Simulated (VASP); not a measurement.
# Ca (Im-3m) in VASP: notebook, part 2 of 2

VASP 6.6.1. The steps go on from the part before.

## 4. Electric field gradients, PBE (volume scaled by 1.06, crystal datasets)

Contents of INCAR:

```
SYSTEM = Ca
PREC = Accurate
ENCUT = 520
EDIFF = 1E-8
ISMEAR = -1
SIGMA = 0.05
LREAL = .False.
LASPH = .True.
NELM = 100
ALGO = Normal
ISIF = 2
LWAVE = .False.
LCHARG = .False.
GGA = PE
LEFG = .True.
NBANDS = 11
```

Contents of KPOINTS:

```
Automatic mesh
0
Gamma
  10 10 10
  0 0 0
```

Contents of POSCAR:

```
Ca
1.0
   -2.2839327222      2.2839327222      2.2839327222
    2.2839327222     -2.2839327222      2.2839327222
    2.2839327222      2.2839327222     -2.2839327222
Ca
1
Direct
    0.0000000000      0.0000000000      0.0000000000
```

Potentials or basis: VASP PAW PBE potentials, release 64 (Ca_sv).

Command:

```bash
> cat potpaw_PBE.64/Ca_sv/POTCAR > POTCAR
> mpirun -np 1 vasp_std > vasp.out
```

OUTCAR:

```text
SYSTEM = Ca
   PREC = Accurate
   ENCUT = 520
   EDIFF = 1E-8
   ISMEAR = -1
   LREAL = .False.
   LASPH = .True.
   NELM = 100
   ISIF = 2
   GGA = PE

 ion  position               nearest neighbor table
   1  0.000  0.000  0.000-

  LATTYP: Found a body centered cubic cell.
 ALAT       =     4.5678654444

  Lattice vectors:

 A1 = (  -2.2839327222,   2.2839327222,   2.2839327222)
 A2 = (   2.2839327222,  -2.2839327222,   2.2839327222)
 A3 = (   2.2839327222,   2.2839327222,  -2.2839327222)

Analysis of symmetry for initial positions (statically):
=====================================================================
 Subroutine PRICEL returns:
 Original cell was already a primitive cell.

 Routine SETGRP: Setting up the symmetry group for a
 body centered cubic supercell.

 Subroutine GETGRP returns: Found 48 space group operations
 (whereof 48 operations were pure point group operations)
 out of a pool of 48 trial point group operations.

The static configuration has the point symmetry O_h .

Analysis of symmetry for dynamics (positions and initial velocities):
=====================================================================
 Subroutine PRICEL returns:
 Original cell was already a primitive cell.

 Routine SETGRP: Setting up the symmetry group for a
 body centered cubic supercell.

 Subroutine GETGRP returns: Found 48 space group operations
 (whereof 48 operations were pure point group operations)
 out of a pool of 48 trial point group operations.

The dynamic configuration has the point symmetry O_h .

 Subroutine INISYM returns: Found 48 space group operations
[... 163 lines left out ...]
      9       4.5878      0.00000
     10       4.5878      0.00000
     11      11.1535      0.00000
[... 309 lines left out ...]
 k-point    24 :      -0.3000    0.3000    0.1000
  band No.  band energies     occupation
      1     -40.8081      2.00000
      2     -21.7969      2.00000
      3     -21.7631      2.00000
      4     -21.7463      2.00000
      5      -0.7700      2.00000
      6       2.7381      0.00000
      7       3.1731      0.00000
      8       4.1212      0.00000
      9       4.5957      0.00000
     10       4.7925      0.00000
     11       7.7798      0.00000

 [... further k-points ...]

------------------------ aborting loop because EDIFF is reached ----------------------------------------

  FORCE on cell =-STRESS in cart. coord.  units (eV):
  Direction    XX          YY          ZZ          XY          YZ          ZX
  --------------------------------------------------------------------------------------
  -------------------------------------------------------------------------------------
  Total       -0.5037942     -0.5037942     -0.5037942     -0.0000000      0.0000000      0.0000000
  in kB      -16.9376764    -16.9376764    -16.9376764     -0.0000000      0.0000000      0.0000000
  external PRESSURE =     -16.9376764 kB  Pullay stress =       0.0000000 kB

 VOLUME and BASIS-vectors are now :
 -----------------------------------------------------------------------------
  energy-cutoff  :      520.00
  volume of cell :       47.66
      direct lattice vectors                 reciprocal lattice vectors
    -2.283932722  2.283932722  2.283932722     0.000000000  0.218920634  0.218920634
     2.283932722 -2.283932722  2.283932722     0.218920634  0.000000000  0.218920634
     2.283932722  2.283932722 -2.283932722     0.218920634  0.218920634  0.000000000

 POSITION                                       TOTAL-FORCE (eV/Angst)
 -----------------------------------------------------------------------------------
      0.00000      0.00000      0.00000         0.000000      0.000000      0.000000
 -----------------------------------------------------------------------------------
    total drift:                               -0.000000     -0.000000      0.000000

  FREE ENERGIE OF THE ION-ELECTRON SYSTEM (eV)
  ---------------------------------------------------
  free  energy   TOTEN  =        -1.8905454931 eV

  energy  without entropy=       -1.8777176510  energy(sigma->0) =       -1.88413157

 Electric field gradients (V/A^2)
---------------------------------------------------------------------
 ion       V_xx      V_yy      V_zz      V_xy      V_xz      V_yz
---------------------------------------------------------------------
   1       0.000     0.000     0.000     0.000     0.000     0.000
---------------------------------------------------------------------

 Electric field gradients after diagonalization (V/A^2)
 (convention: |V_zz| > |V_xx| > |V_yy|)
----------------------------------------------------------------------
 ion       V_xx      V_yy      V_zz     asymmetry (V_yy - V_xx)/ V_zz
----------------------------------------------------------------------
   1      -0.000    -0.000     0.000       0.000
----------------------------------------------------------------------

           NMR quadrupolar parameters

 Cq : quadrupolar parameter    Cq=e*Q*V_zz/h
 eta: asymmetry parameters     (V_yy - V_xx)/ V_zz
 Q  : nuclear electric quadrupole moment in mb (millibarn)
----------------------------------------------------------------------
 ion       Cq(MHz)       eta       Q (mb)
----------------------------------------------------------------------
   1       0.000       0.000       1.000
----------------------------------------------------------------------
```

OSZICAR:

```text
N       E                     dE             d eps       ncg     rms          rms(c)
DAV:   1     0.657585102898E+02    0.65759E+02   -0.49113E+03  1034   0.809E+02
DAV:   2    -0.337529093943E+00   -0.66096E+02   -0.65496E+02  1142   0.204E+02
DAV:   3    -0.181281114925E+01   -0.14753E+01   -0.14531E+01  1501   0.303E+01
DAV:   4    -0.188897787379E+01   -0.76167E-01   -0.75647E-01  1370   0.552E+00
DAV:   5    -0.189126540972E+01   -0.22875E-02   -0.22873E-02  1428   0.771E-01    0.229E+00
DAV:   6    -0.188988419754E+01    0.13812E-02   -0.97615E-03  1278   0.108E+00    0.140E+00
DAV:   7    -0.189088089818E+01   -0.99670E-03   -0.16538E-02  1120   0.149E+00    0.983E-02
DAV:   8    -0.189052274718E+01    0.35815E-03   -0.16457E-03  1256   0.387E-01    0.218E-02
DAV:   9    -0.189054387613E+01   -0.21129E-04   -0.10496E-04  1385   0.828E-02    0.749E-03
DAV:  10    -0.189054620023E+01   -0.23241E-05   -0.76382E-06  1513   0.210E-02    0.898E-04
DAV:  11    -0.189054542519E+01    0.77504E-06   -0.38519E-07  1767   0.429E-03    0.458E-04
DAV:  12    -0.189054548716E+01   -0.61966E-07   -0.19938E-08  1526   0.115E-03    0.117E-04
DAV:  13    -0.189054549312E+01   -0.59631E-08   -0.11334E-09   768   0.288E-04
   1 F= -.18905455E+01 E0= -.18841316E+01  d E =-.128278E-01
```

Run time: 10 s. Hardware: 1 thread of Intel Xeon 6975P-C (Granite Rapids), shared host; peak memory 0.17 GiB.

Results:

- Free energy: -1.8905 eV
- Pressure: -1.7 GPa
- Band gap on the k mesh: none (metal or under the smearing width)

Electric field gradients, principal values (V/Å²):
```tsv
atom	Vxx	Vyy	Vzz
1 Ca	0.000	0.000	0.000
```

## 5. Overview

```csv
task,cell,k mesh for the DOS,occupations for the DOS,gap on the mesh (eV),pressure (GPa)
electric field gradients,"equal xy, yz and zx shear strains of -1 %, PAW files",-,-,none,-1.0
density of states,as given,15 × 15 × 15,tetrahedron,-,-
electric field gradients,"volume scaled by 1.06, crystal datasets",-,-,none,-1.7
```

Alike in all rows: level PBE; potentials or basis VASP PAW PBE potentials, release 64 (Ca_sv); no spin polarisation; k mesh 10 × 10 × 10; cutoff (eV) 520; smearing fermi-dirac 0.05 eV.

Total energies depend on the potentials used, so only differences within one code and one set of settings carry meaning.
